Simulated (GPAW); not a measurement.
SiC (Moissanite):

```
Si C
1.0
     3.07600    0.00000    0.00000
    -1.53800    2.66389    0.00000
     0.00000    0.00000    5.04800
Si C
2 2
Direct
  0.66667 0.33333 0.50000
  0.33333 0.66667 0.00000
  0.66667 0.33333 0.88500
  0.33333 0.66667 0.38500
```

```yaml
Program: GPAW 26.7.0
Task: relaxation of cell and atoms
Functional: MS2
Potentials_or_basis: GPAW PAW data sets (gpaw-data 1.2.1)
Cutoff: 800 eV
Basis: pw
k_mesh: 7 × 7 × 4
Occupations: fermi-dirac, width 0.05 eV
Spin: no spin polarisation
```

At the start: pressure 1.4 GPa; volume 10.34 Å³/atom.

**Question.** Where does the relaxation end?

**Answer.** Over 6 steps the energy falls by 10.1 meV/atom and the volume is 10.39 Å³/atom (+0.4 %); space group P6_3mc (No. 186, to 0.05 Å).

Step by step:
| step | energy change (eV) | largest force (eV/Å) | pressure (GPa) | volume (Å³) |
| --- | --- | --- | --- | --- |
| 1 | 0.0000 | 0.8171 | 1.36 | 41.36 |
| 2 | -0.0299 | 0.4179 | 0.93 | 41.40 |
| 3 | -0.0396 | 0.0438 | 0.54 | 41.46 |
| 4 | -0.0398 | 0.0020 | 0.48 | 41.47 |
| 5 | -0.0400 | 0.0161 | 0.34 | 41.49 |
| 6 | -0.0402 | 0.0190 | 0.03 | 41.55 |

Final structure:
```
Si C
1.0
     3.08060    0.00000    0.00000
    -1.54030    2.66787    0.00000
     0.00000    0.00000    5.05559
Si C
2 2
Direct
  0.66667 0.33333 0.50450
  0.33333 0.66667 0.00450
  0.66667 0.33333 0.88050
  0.33333 0.66667 0.38050
```

Caveat: later steps reuse the first step's grids; the PAW data sets were made with another functional, which shifts forces and pressure a little.
